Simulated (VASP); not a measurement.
Crystal: Ge.

```xyz
2
Lattice="0.0000 2.8289 2.8289 2.8289 0.0000 2.8289 2.8289 2.8289 0.0000" Properties=species:S:1:pos:R:3 pbc="T T T"
Ge    4.2434    4.2434    4.2434
Ge    2.8289    2.8289    2.8289
```

Base run:

```yaml
Program: VASP 6.6.1
Functional: revTPSS
Potentials_or_basis: VASP PAW PBE potentials, release 64 (Ge_d)
Cutoff: 520 eV
k_mesh: 8 × 8 × 8
Occupations: fermi-dirac, width 0.05 eV
Spin: no spin polarisation
```

Its results: band gap on the k mesh 0.17 eV, direct; pressure -3.6 GPa.

The run is repeated on the same cell with these changes: functional from revTPSS to TPSS; further incar settings from ALGO = Normal; EDIFF = 1e-06; NBANDS = 21 to ALGO = Normal; EDIFF = 1e-07; NBANDS = 21. What comes out?

Band gap on the k mesh 0.14 eV, direct; pressure -0.7 GPa.

Caveats: the PAW data sets were made with another functional, which shifts forces and pressure a little.
